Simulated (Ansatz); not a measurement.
A nudged elastic band was laid between two geometries of a periodic cell of 25 atoms, Zr$_{4}$Si$_{4}$HO$_{16}$ (host ZrSiO4, host structure I4_1/amd, interstitial H).

All numbers below come from DFT PBE-D3(BJ), scalar-relativistic, plane waves, PAW in Ansatz 0.2.0. Settings: PAW set soft_1, cutoff 420 eV, k mesh 2x2x2, gaussian smearing 0.02 eV, spin collinear.

```
movable images  : 7
climbing image  : yes
spring          : 5.0 eV/Å²
optimiser       : quadratic models (default)
start path      : IDPP
force threshold : 0.05 eV/Å
iteration limit : 24
end points      : relaxed
```

Image 0:

```xyz
25
Lattice="6.6000 0.0000 0.0000 0.0000 6.6000 0.0000 0.0000 0.0000 5.8800" Properties=species:S:1:pos:R:3
Zr -0.002 0.013 -0.002
Zr -0.002 3.289 1.471
Si 0.015 -0.006 2.941
Si 3.300 -0.004 1.469
O -0.080 1.221 1.890
O 2.073 0.240 0.415
O 3.406 2.092 4.803
O 4.523 -0.064 0.407
O 3.278 5.393 2.566
O 2.073 3.062 1.053
O 3.406 1.209 2.545
O 1.240 0.052 3.998
Zr 3.322 3.283 2.943
Zr 3.322 0.019 4.406
Si 3.300 3.306 0.000
Si 0.015 3.308 4.408
O 3.278 4.508 4.782
O 5.400 3.373 3.342
O 0.093 5.377 1.872
O 1.240 3.249 3.351
O -0.080 2.081 5.458
O 5.400 -0.072 4.007
O 0.093 4.524 5.476
O 4.523 3.365 1.062
H 2.369 4.951 0.734
```

Image 8:

Only the atoms that move by more than 0.05 Å are listed.
```
O5 0.076 1.221 1.889
O6 2.075 -0.064 0.406
O7 3.195 2.092 4.802
O8 4.526 0.236 0.414
O10 2.075 3.364 1.060
O11 3.195 1.209 2.543
O12 1.198 -0.072 4.004
O18 5.358 3.250 3.349
O19 -0.095 5.377 1.871
O20 1.198 3.372 3.341
O21 0.076 2.080 5.456
O22 5.358 0.050 3.997
O23 -0.095 4.523 5.475
O24 4.526 3.064 1.051
H25 4.205 4.950 0.733
```

Which bonds break or form, and what moves?

The atom that moves furthest is H25, by 1.84 Å; four of its nearest neighbours are O10 1.94, O6 1.94, Si4 2.03, Si15 2.03 Å at the first end and O24 1.94, O8 1.94, Si4 2.02, Si15 2.02 Å at the last.

What energy profile does the band end with?

The forces met the threshold. The highest image is number 4 of 0 to 8, 0.094 eV above the ends, which have the same energy within 2 meV. The order of the point at the top wasn't checked. Limits of this set-up: coarse k mesh, a small cell, in which the defect meets its images, a typed lattice constant that wasn't relaxed here.

```json
{"image": "0", "path coordinate (Å)": "0.00", "energy (eV)": "0.000"}
{"image": "1", "path coordinate (Å)": "0.25", "energy (eV)": "0.016"}
{"image": "2", "path coordinate (Å)": "0.51", "energy (eV)": "0.045"}
{"image": "3", "path coordinate (Å)": "0.76", "energy (eV)": "0.078"}
{"image": "4", "path coordinate (Å)": "1.02", "energy (eV)": "0.094"}
{"image": "5", "path coordinate (Å)": "1.26", "energy (eV)": "0.078"}
{"image": "6", "path coordinate (Å)": "1.51", "energy (eV)": "0.046"}
{"image": "7", "path coordinate (Å)": "1.76", "energy (eV)": "0.017"}
{"image": "8", "path coordinate (Å)": "2.00", "energy (eV)": "0.000"}
```

What is the geometry of the highest image?


```xyz
25
Lattice="6.6000 0.0000 0.0000 0.0000 6.6000 0.0000 0.0000 0.0000 5.8800" Properties=species:S:1:pos:R:3:forces:R:3
Zr -0.001 0.010 -0.002 0.00 -0.01 0.01
Zr -0.001 3.292 1.468 0.00 0.00 0.00
Si -0.002 -0.005 2.942 0.00 0.01 -0.01
Si 3.299 -0.001 1.473 0.00 -0.02 -0.01
O -0.001 1.224 1.892 0.00 0.01 0.00
O 2.064 0.078 0.419 0.00 0.01 0.00
O 3.298 2.088 4.803 0.00 0.02 0.00
O 4.533 0.079 0.419 0.00 0.01 0.00
O 3.299 5.401 2.581 0.00 0.00 0.02
O 2.062 3.217 1.048 0.01 0.01 0.00
O 3.298 1.216 2.546 0.00 -0.01 0.00
O 1.222 -0.008 4.001 -0.01 0.00 0.00
Zr 3.298 3.278 2.934 0.00 0.00 0.00
Zr 3.299 0.026 4.413 0.00 -0.01 0.01
Si 3.299 3.308 -0.005 0.00 -0.04 -0.02
Si -0.002 3.306 4.405 0.00 0.00 0.00
O 3.299 4.502 4.761 0.00 0.01 0.00
O 5.375 3.310 3.345 0.00 0.00 0.00
O -0.002 5.375 1.876 0.00 -0.01 0.00
O 1.222 3.310 3.345 0.00 0.00 0.00
O -0.001 2.077 5.454 0.00 -0.01 0.00
O 5.375 -0.008 4.001 0.01 0.00 0.00
O -0.002 4.526 5.470 0.00 0.00 0.00
O 4.535 3.216 1.048 -0.01 0.01 0.00
H 3.300 4.943 0.738 0.00 0.01 0.00
```

Run time: 7.9 min on 4 threads of Intel(R) Xeon(R) Platinum 8259CL CPU @ 2.50GHz (Skylake/Cascade Lake), on a shared host, peak memory 2.9 GiB.
